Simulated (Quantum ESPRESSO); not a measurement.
# CdTe (F-43m) in Quantum ESPRESSO: a series of runs, part 2 of 4

Quantum ESPRESSO 7.5.

**3. Phonons, LDA, target pressure 10 GPa, at which the enthalpy is minimised**

Contents of pw.in:

```
&CONTROL
  calculation = 'scf'
  prefix = 'pwscf'
  outdir = './tmp'
  pseudo_dir = './pseudo'
  tprnfor = .true.
  tstress = .true.
  disk_io = 'low'
/
&SYSTEM
  ibrav = 0
  nat = 2
  ntyp = 2
  ecutwfc = 45
  ecutrho = 360
  nbnd = 15
  occupations = 'smearing'
  smearing = 'fd'
  degauss = 0.00367493
/
&ELECTRONS
  conv_thr = 4d-10
  electron_maxstep = 120
  mixing_beta = 0.5
/
ATOMIC_SPECIES
Te   127.6000 te_lda_v1.uspp.F.UPF
Cd   112.4140 cd_lda_v1.uspp.F.UPF
CELL_PARAMETERS angstrom
   0.0000000000    3.2050000000    3.2050000000
   3.2050000000    0.0000000000    3.2050000000
   3.2050000000    3.2050000000    0.0000000000
ATOMIC_POSITIONS crystal
Te     0.7500000000    0.7500000000    0.7500000000
Cd     0.0000000000    0.0000000000    0.0000000000
K_POINTS automatic
6 6 6 1 1 1
```

Contents of relax.in:

```
&CONTROL
  calculation = 'vc-relax'
  prefix = 'pwscf'
  outdir = './tmp'
  pseudo_dir = './pseudo'
  tprnfor = .true.
  tstress = .true.
  disk_io = 'low'
  nstep = 40
  forc_conv_thr = 0.0001
  etot_conv_thr = 1d-06
/
&SYSTEM
  ibrav = 0
  nat = 2
  ntyp = 2
  ecutwfc = 45
  ecutrho = 360
  nbnd = 15
  occupations = 'smearing'
  smearing = 'fd'
  degauss = 0.00367493
/
&ELECTRONS
  conv_thr = 4d-10
  electron_maxstep = 120
  mixing_beta = 0.5
/
&IONS
  ion_dynamics = 'bfgs'
/
&CELL
  cell_dynamics = 'bfgs'
  press = 100
  press_conv_thr = 0.2
/
ATOMIC_SPECIES
Te   127.6000 te_lda_v1.uspp.F.UPF
Cd   112.4140 cd_lda_v1.uspp.F.UPF
CELL_PARAMETERS angstrom
   0.0000000000    3.2050000000    3.2050000000
   3.2050000000    0.0000000000    3.2050000000
   3.2050000000    3.2050000000    0.0000000000
ATOMIC_POSITIONS crystal
Te     0.7500000000    0.7500000000    0.7500000000
Cd     0.0000000000    0.0000000000    0.0000000000
K_POINTS automatic
6 6 6 1 1 1
```

Contents of gamma.in:

```
&CONTROL
  calculation = 'bands'
  prefix = 'pwscf'
  outdir = './tmp'
  pseudo_dir = './pseudo'
  disk_io = 'low'
  verbosity = 'high'
/
&SYSTEM
  ibrav = 0
  nat = 2
  ntyp = 2
  ecutwfc = 45
  ecutrho = 360
  nbnd = 15
  occupations = 'smearing'
  smearing = 'fd'
  degauss = 0.00367493
/
&ELECTRONS
  conv_thr = 1d-08
  electron_maxstep = 120
  mixing_beta = 0.5
  diago_full_acc = .true.
  startingwfc = 'random'
/
ATOMIC_SPECIES
Te   127.6000 te_lda_v1.uspp.F.UPF
Cd   112.4140 cd_lda_v1.uspp.F.UPF
CELL_PARAMETERS angstrom
   0.0000000000    3.0528249796    3.0528249796
   3.0528249796    0.0000000000    3.0528249796
   3.0528249796    3.0528249796    0.0000000000
ATOMIC_POSITIONS crystal
Te     0.7500000000    0.7500000000    0.7500000000
Cd     0.0000000000    0.0000000000    0.0000000000
K_POINTS crystal
1
0.0 0.0 0.0 1
```

Contents of scf2.in:

```
&CONTROL
  calculation = 'scf'
  prefix = 'pwscf'
  outdir = './tmp'
  pseudo_dir = './pseudo'
  tprnfor = .true.
  tstress = .true.
  disk_io = 'low'
/
&SYSTEM
  ibrav = 0
  nat = 2
  ntyp = 2
  ecutwfc = 45
  ecutrho = 360
  nbnd = 15
  occupations = 'fixed'
/
&ELECTRONS
  conv_thr = 1d-13
  electron_maxstep = 120
  mixing_beta = 0.5
  startingpot = 'file'
/
ATOMIC_SPECIES
Te   127.6000 te_lda_v1.uspp.F.UPF
Cd   112.4140 cd_lda_v1.uspp.F.UPF
CELL_PARAMETERS angstrom
   0.0000000000    3.0528249796    3.0528249796
   3.0528249796    0.0000000000    3.0528249796
   3.0528249796    3.0528249796    0.0000000000
ATOMIC_POSITIONS crystal
Te     0.7500000000    0.7500000000    0.7500000000
Cd     0.0000000000    0.0000000000    0.0000000000
K_POINTS automatic
6 6 6 1 1 1
```

Contents of ph.in:

```
phonons of CdTe
&INPUTPH
  prefix = 'pwscf'
  outdir = './tmp'
  tr2_ph = 1d-18
  fildyn = 'dyn'
  niter_ph = 90
  alpha_mix(1) = 0.7
  epsil = True
/
0.0000000000 0.0000000000 0.0000000000
```

Contents of dynmat.in:

```
&INPUT
  fildyn = 'dyn'
  asr = 'crystal'
  lperm = .true.
  filout = 'dynmat.disp'
  fileig = 'dynmat.eig'
/
```

Contents of dynmat_lo.in:

```
&INPUT
  fildyn = 'dyn'
  asr = 'crystal'
  filout = 'dynmat_lo.disp'
  fileig = 'dynmat_lo.eig'
  q(1) = 0
  q(2) = 0
  q(3) = 1
/
```

Potentials or basis: GBRV 1.5 LDA.

On the command line:

```bash
> OMP_NUM_THREADS=1 mpirun -n 4 pw.x -nk 4 -in pw.in > pw.out
> OMP_NUM_THREADS=1 mpirun -n 4 pw.x -nk 4 -in relax.in > relax.out
> OMP_NUM_THREADS=1 mpirun -n 4 pw.x -in gamma.in > gamma.out
> OMP_NUM_THREADS=1 mpirun -n 4 pw.x -nk 4 -in scf2.in > scf2.out
> OMP_NUM_THREADS=1 mpirun -n 4 ph.x -nk 4 -in ph.in > ph.out
> OMP_NUM_THREADS=1 mpirun -n 1 dynmat.x -in dynmat.in > dynmat.out
> OMP_NUM_THREADS=1 mpirun -n 1 dynmat.x -in dynmat_lo.in > dynmat_lo.out
```

pw.out:

```text
This program is part of the open-source Quantum ESPRESSO suite
     for quantum simulation of materials; please cite
[... 6 lines left out ...]
     using ibrav=0 with symmetry is DISCOURAGED, use correct ibrav instead

     K-points division:     npool     =       4
     Subspace diagonalization in iterative solution of the eigenvalue problem:
     a serial algorithm will be used

     G-vector sticks info
     --------------------
     sticks:   dense  smooth     PW     G-vecs:    dense   smooth      PW
     Sum        1813     913    283                51253    18149    3119

     Using Slab Decomposition

     bravais-lattice index     =            0
     lattice parameter (alat)  =       8.5653  a.u.
     unit-cell volume          =     444.3352 (a.u.)^3
     number of atoms/cell      =            2
     number of atomic types    =            2
     number of electrons       =        18.00
     number of Kohn-Sham states=           15
     kinetic-energy cutoff     =      45.0000  Ry
     charge density cutoff     =     360.0000  Ry
     scf convergence threshold =      4.0E-10
     mixing beta               =       0.5000
     number of iterations used =            8  plain     mixing
     Exchange-correlation= SLA  PZ   NOGX NOGC
                           (   1   1   0   0   0   0   0)

     celldm(1)=   8.565287  celldm(2)=   0.000000  celldm(3)=   0.000000
     celldm(4)=   0.000000  celldm(5)=   0.000000  celldm(6)=   0.000000

     crystal axes: (cart. coord. in units of alat)
               a(1) = (   0.000000   0.707107   0.707107 )
               a(2) = (   0.707107   0.000000   0.707107 )
               a(3) = (   0.707107   0.707107   0.000000 )

     reciprocal axes: (cart. coord. in units 2 pi/alat)
               b(1) = ( -0.707107  0.707107  0.707107 )
               b(2) = (  0.707107 -0.707107  0.707107 )
               b(3) = (  0.707107  0.707107 -0.707107 )

     PseudoPot. # 1 for Te read from file:
     te_lda_v1.uspp.F.UPF
     Pseudo is Ultrasoft + core correction, Zval =  6.0
     Generated by new atomic code, or converted to UPF format
     Using radial grid of  891 points,  5 beta functions with:
                l(1) =   0
                l(2) =   0
                l(3) =   1
                l(4) =   1
                l(5) =   2
     Q(r) pseudized with  6 coefficients,  rinner =    1.800   1.800   1.800
                                                       1.800   1.800

     PseudoPot. # 2 for Cd read from file:
     cd_lda_v1.uspp.F.UPF
     Pseudo is Ultrasoft + core correction, Zval = 12.0
     Generated by new atomic code, or converted to UPF format
     Using radial grid of  889 points,  6 beta functions with:
                l(1) =   0
                l(2) =   0
                l(3) =   1
                l(4) =   1
                l(5) =   2
                l(6) =   2
     Q(r) pseudized with  6 coefficients,  rinner =    1.000   1.000   1.000
                                                       1.000   1.000

     atomic species   valence    mass     pseudopotential
     Te                6.00   127.60000     Te( 1.00)
     Cd               12.00   112.41400     Cd( 1.00)

     24 Sym. Ops. (no inversion) found

   Cartesian axes

     site n.     atom                  positions (alat units)
         1        Te     tau(   1) = (   1.0606602   1.0606602   1.0606602  )
         2        Cd     tau(   2) = (   0.0000000   0.0000000   0.0000000  )

     number of k points=    28  Fermi-Dirac smearing, width (Ry)=  0.0037
                       cart. coord. in units 2pi/alat
        k(    1) = (   0.0589256   0.0589256   0.0589256), wk =   0.0185185
        k(    2) = (   0.1767767   0.1767767  -0.0589256), wk =   0.0555556
        k(    3) = (   0.2946278   0.2946278  -0.1767767), wk =   0.0555556
        k(    4) = (  -0.2946278  -0.2946278   0.4124790), wk =   0.0555556
        k(    5) = (  -0.1767767  -0.1767767   0.2946278), wk =   0.0555556
        k(    6) = (  -0.0589256  -0.0589256   0.1767767), wk =   0.0555556
[... 20 lines left out ...]
        k(   27) = (   0.2946278   0.2946278   0.2946278), wk =   0.0185185
        k(   28) = (  -0.2946278  -0.2946278   0.8838835), wk =   0.0555556

     Dense  grid:    51253 G-vectors     FFT dimensions: (  54,  54,  54)

     Smooth grid:    18149 G-vectors     FFT dimensions: (  40,  40,  40)

     Initial potential from superposition of free atoms

     starting charge      17.4998, renormalised to      18.0000

     negative rho (up, down):  1.836E-02 0.000E+00
     Starting wfcs are   13 randomized atomic wfcs +    2 random wfcs

     Self-consistent Calculation

     iteration #  1     ecut=    45.00 Ry     beta= 0.50
     Davidson diagonalization with overlap
     ethr =  1.00E-02,  avg # of iterations =  6.2

     Threshold (ethr) on eigenvalues was too large:
     Diagonalizing with lowered threshold

     Davidson diagonalization with overlap
     ethr =  4.66E-04,  avg # of iterations =  2.0

     negative rho (up, down):  1.792E-02 0.000E+00
[... 58 lines left out ...]
     iteration #  8     ecut=    45.00 Ry     beta= 0.50
     Davidson diagonalization with overlap
     ethr =  3.53E-10,  avg # of iterations =  2.9

     negative rho (up, down):  1.864E-02 0.000E+00

     End of self-consistent calculation

          k = 0.0589 0.0589 0.0589 (  2238 PWs)   bands (ev):

    -6.2241  -3.1085  -3.1085  -3.0948  -2.8239  -2.8239   4.4456   5.1677
     5.1677   6.4701   9.6409   9.7943   9.7943  13.1206  14.2419

          k = 0.1768 0.1768-0.0589 (  2251 PWs)   bands (ev):

    -6.0857  -3.0861  -3.0749  -2.9840  -2.8303  -2.8166   2.9401   4.4789
     5.0005   7.3474   9.6995  10.0688  10.5367  13.2236  13.7518

          k = 0.2946 0.2946-0.1768 (  2263 PWs)   bands (ev):

    -5.8713  -3.0494  -3.0447  -2.8229  -2.8171  -2.6497   1.1995   4.0574
     4.5567   7.3386  10.2576  10.3951  11.5307  13.6901  13.9016

          k =-0.2946-0.2946 0.4125 (  2275 PWs)   bands (ev):
[... 16 lines left out ...]
    -6.0219  -3.0569  -3.0503  -2.9657  -2.8268  -2.8084   2.7159   4.3156
     4.3236   7.9857   8.6822  10.9456  11.1045  12.3705  14.9578

          k = 0.4125 0.1768-0.0589 (  2272 PWs)   bands (ev):

    -5.8468  -3.0246  -3.0110  -2.8820  -2.8026  -2.6557   1.5843   3.4513
     4.0230   8.3114   9.0737  10.6727  11.9115  13.4026  15.6660

          k =-0.1768-0.4125 0.5303 (  2262 PWs)   bands (ev):
[... 6 lines left out ...]
    -5.8002  -3.0231  -3.0153  -2.8477  -2.8147  -2.5334   1.2154   3.0281
     4.1832   8.4037   9.8731  10.4938  11.7408  13.4624  15.1082

          k = 0.0589-0.1768 0.2946 (  2262 PWs)   bands (ev):

    -5.9742  -3.0611  -3.0475  -2.8937  -2.8220  -2.7968   2.2228   3.9578
     4.6161   7.8917   9.3831  10.6386  10.8881  12.9320  14.5140

          k = 0.5303 0.0589 0.0589 (  2273 PWs)   bands (ev):
[... 6 lines left out ...]
    -5.6782  -2.9717  -2.9524  -2.8925  -2.7950  -2.2898   0.7728   2.8067
     3.2538   8.1157   8.7880  12.2058  13.1434  14.3518  16.1802

          k = 0.0589-0.4125 0.5303 (  2267 PWs)   bands (ev):

    -5.7037  -3.0001  -2.9781  -2.8522  -2.8148  -2.2946   0.8175   2.5228
     3.6612   8.4171  10.1113  11.2362  12.5050  13.0428  14.9067

          k = 0.1768-0.2946 0.4125 (  2269 PWs)   bands (ev):

    -5.7987  -3.0336  -3.0245  -2.8335  -2.8096  -2.4944   0.8581   3.5790
     4.2155   7.8133   9.8481  10.8274  11.8230  13.9323  14.8039

          k =-0.6482 0.0589 0.0589 (  2267 PWs)   bands (ev):

    -5.6776  -2.9571  -2.9340  -2.9204  -2.7846  -2.3340   0.7479   3.0933
     3.2858   7.6916   8.0223  13.3839  13.9587  14.4588  16.2246

          k =-0.5303 0.1768-0.0589 (  2268 PWs)   bands (ev):

    -5.7389  -2.9897  -2.9753  -2.8911  -2.7962  -2.4488   1.0758   3.0449
     3.5212   8.2423   8.9157  11.2370  12.9313  14.0267  16.3290

          k =-0.4125 0.0589 0.0589 (  2264 PWs)   bands (ev):

    -5.8741  -3.0114  -3.0039  -2.9193  -2.7976  -2.7239   1.8855   3.7505
     3.8443   8.0425   8.4818  11.4720  12.0681  12.9245  15.5080

          k = 0.1768 0.1768 0.1768 (  2256 PWs)   bands (ev):
[... 31 lines left out ...]
    -5.6787  -2.9816  -2.9684  -2.8620  -2.8128  -2.2471   0.7978   2.6208
     3.1391   8.9803   9.6901  10.9142  12.0342  14.3611  16.1712

          k =-0.7660 0.1768 0.1768 (  2276 PWs)   bands (ev):

    -5.6875  -2.9900  -2.9592  -2.8761  -2.8021  -2.2789   0.7798   2.5361
     3.5835   7.9631   9.6614  12.1694  12.5902  13.4574  15.1683

          k = 0.2946 0.2946 0.2946 (  2271 PWs)   bands (ev):
[... 6 lines left out ...]
    -5.7654  -3.0263  -3.0170  -2.8280  -2.8141  -2.4046   0.6874   3.3020
     4.1628   7.9077   9.8879  10.9413  12.2178  14.0320  14.7746

     the Fermi energy is     5.8376 ev

!    total energy              =    -141.11290498 Ry
     estimated scf accuracy    <          3.4E-10 Ry
     smearing contrib. (-TS)   =      -0.00000001 Ry
     internal energy E=F+TS    =    -141.11290497 Ry

     The total energy is F=E-TS. E is the sum of the following terms:
     one-electron contribution =     -45.25225969 Ry
     hartree contribution      =      35.21780934 Ry
     xc contribution           =     -53.41456180 Ry
     ewald contribution        =     -77.66389282 Ry

     convergence has been achieved in   8 iterations

     negative rho (up, down):  1.864E-02 0.000E+00

     Forces acting on atoms (cartesian axes, Ry/au):

     atom    1 type  1   force =     0.00000000   -0.00000000    0.00000000
     atom    2 type  2   force =    -0.00000000   -0.00000000    0.00000000

     Total force =     0.000000     Total SCF correction =     0.000000

     Computing stress (Cartesian axis) and pressure

     negative rho (up, down):  1.864E-02 0.000E+00
          total   stress  (Ry/bohr**3)                   (kbar)     P=        3.02
   0.00002051   0.00000000  -0.00000000            3.02        0.00       -0.00
  -0.00000000   0.00002051   0.00000000           -0.00        3.02        0.00
  -0.00000000   0.00000000   0.00002051           -0.00        0.00        3.02

=------------------------------------------------------------------------------=
   JOB DONE.
=------------------------------------------------------------------------------=
```

Wall time 3.2 min (4 MPI ranks of Intel Xeon Platinum 8259CL at 2.50GHz (Skylake/Cascade Lake), shared host); peak memory 0.52 GiB.

What came out:

- Free energy: -1919.6784 eV
- Relaxed volume: 28.45 Å³/atom
- Relaxed cell: a = 4.317 Å, b = 4.317 Å, c = 4.317 Å, α = 60.00°, β = 60.00°, γ = 60.00°
- Space group after relaxing (to 0.05 Å): F-43m (No. 216)
- Pressure after relaxing: 10.3 GPa
- Electronic dielectric tensor (diagonal): 8.87
- Born charges (mean of the diagonal): Te -1.86; Cd +1.85 e
- Highest phonon frequency at Γ, LO-TO splitting left out: 195 cm⁻¹
- Static dielectric tensor (diagonal): 10.18

The path:
```tsv
step	energy change (eV)	largest force (eV/Å)	pressure (GPa)	volume (Å³)
1	0.0000	0.0000	0.30	65.84
2	0.0316	0.0000	2.95	62.64
3	0.1888	0.0000	8.31	58.04
4	0.2651	0.0000	10.29	56.72
5	0.2531	0.0000	9.99	56.91
6	0.2535	0.0000	10.00	56.90
```

Final structure:
```yaml
crystal:
  lattice:
    - [0.00000, 3.05282, 3.05282]
    - [3.05282, 0.00000, 3.05282]
    - [3.05282, 3.05282, 0.00000]
  atoms:
    - { symbol: Te, position: [0.75000, 0.75000, 0.75000] }
    - { symbol: Cd, position: [0.00000, 0.00000, 0.00000] }
```

Levels at points of the mesh, in eV from the valence-band top:
| k point | band 5 | band 6 | band 7 | band 8 | band 9 | band 10 | band 11 | band 12 | band 13 | band 14 |
| --- | --- | --- | --- | --- | --- | --- | --- | --- | --- | --- |
| (0.08, 0.08, 0.08) | -8.53 | -8.53 | -0.73 | 0.00 | 0.00 | 1.72 | 4.39 | 4.51 | 4.51 | 8.30 |

Phonon frequencies in cm⁻¹ (negative: imaginary):
```tsv
q point	frequencies
(0.000, 0.000, 0.000)	-7 -7 -7 195 195 195
```

Electronic dielectric tensor:
```
8.87 0.00 0.00
0.00 8.87 0.00
0.00 0.00 8.87
```

Born effective charge tensors (e):
atom 1, Te
```
-1.86  0.00  0.00
 0.00 -1.86  0.00
 0.00  0.00 -1.86
```
atom 2, Cd
```
1.85 0.00 0.00
0.00 1.85 0.00
0.00 0.00 1.85
```

Optical modes at Γ, degenerate ones joined, polar ones without the macroscopic field:
| cm⁻¹ | components | symmetry | active in | IR intensity, summed ((D/Å)²/amu) |
| --- | --- | --- | --- | --- |
| 195 | 3 | T2 | IR and Raman | 3.99 |

Zone-centre frequencies without and with the macroscopic field along z (cm⁻¹):
|  | optical modes in rising order |
| --- | --- |
| without | 195 195 195 |
| with the field | 195 195 209 |

Static dielectric tensor, electrons and zone-centre modes:
```
10.18  0.00  0.00
 0.00 10.18  0.00
 0.00  0.00 10.18
```

Caveat: the cell is more than 3 GPa from zero pressure, which shifts response properties. Spin-orbit coupling is left out, which matters for the levels of Te.

[end of part 2 of 4]
